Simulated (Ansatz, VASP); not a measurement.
Sb: VASP beside Ansatz

The input INCAR:

```
  PREC = Accurate
  ENCUT = 520
  EDIFF = 1E-8
  ISMEAR = -1
  SIGMA = 0.03
  LREAL = False
  LASPH = True
  NELM = 100
  ALGO = Normal
  ISIF = 2
  LWAVE = False
  LCHARG = False
  LEFG = True
  NBANDS = 12
```

Contents of KPOINTS:

```
regular mesh
0
Gamma
  12 12 7
```

The input POSCAR:

```
Sb
1.0
    3.4133342133      0.0000000000      0.0000000000
   -1.7066671067      2.9560341404      0.0000000000
    0.0000000000      0.0000000000      5.4001396224
Sb
2
Direct
    0.3333333333      0.6666666667      0.2500000000
    0.6666666667      0.3333333333      0.7500000000
```

Input for Ansatz:

```yaml
crystal:
  lattice:
    - [3.4133342133, 0.0, 0.0]
    - [-1.7066671067, 2.9560341404, 0.0]
    - [0.0, 0.0, 5.4001396224]
  atoms:
    - { symbol: Sb, position: [0.3333333333, 0.6666666667, 0.25] }
    - { symbol: Sb, position: [0.6666666667, 0.3333333333, 0.75] }
kpoints:
  mp_grid: { grid: [12, 12, 7] }
scf:
  occupations: { method: fermi_dirac, width: 0.03 }
hamiltonian:
  xc: lda
  pseudopotentials: { kind: all_electron, datasets: crystal }
output:
  forces: true
  stress: true
  eigenvalues: true
  efg: { contact_densities: true }
```

Change from the starting cell: volume scaled by 1.04, crystal datasets.

Alike in both runs: task electric field gradients; functional LDA; k mesh 12 × 12 × 7; occupations fermi-dirac, width 0.03 eV; no spin polarisation.

|  | VASP | Ansatz |
| --- | --- | --- |
| version | VASP 6.6.1 | Ansatz 0.2.0 |
| potentials or method | VASP PAW LDA potentials, release 64 (Sb) | all-electron PAW with datasets made for the crystal, scalar-relativistic |
| plane-wave cutoff (eV) | 520 | see its input |

Ansatz gave:

```
pressure (GPa)                                                 : -3.7
largest component of the traceless stress (GPa)                : 0.94
Vzz of the field gradient on the site that differs most (V/Å²) : 26.9
```

**Question.** Which values does VASP return?

**Answer.** Pressure (GPa): -3.7; largest component of the traceless stress (GPa): 0.95; Vzz of the field gradient on the site that differs most (V/Å²): 24.9.

Ansatz ran all-electron here, so the differences hold the error of VASP's frozen core and of both bases. Ansatz warned: «gradients_without_spin_orbit».

The runs have no spin-orbit coupling, so splittings on Sb are missing.
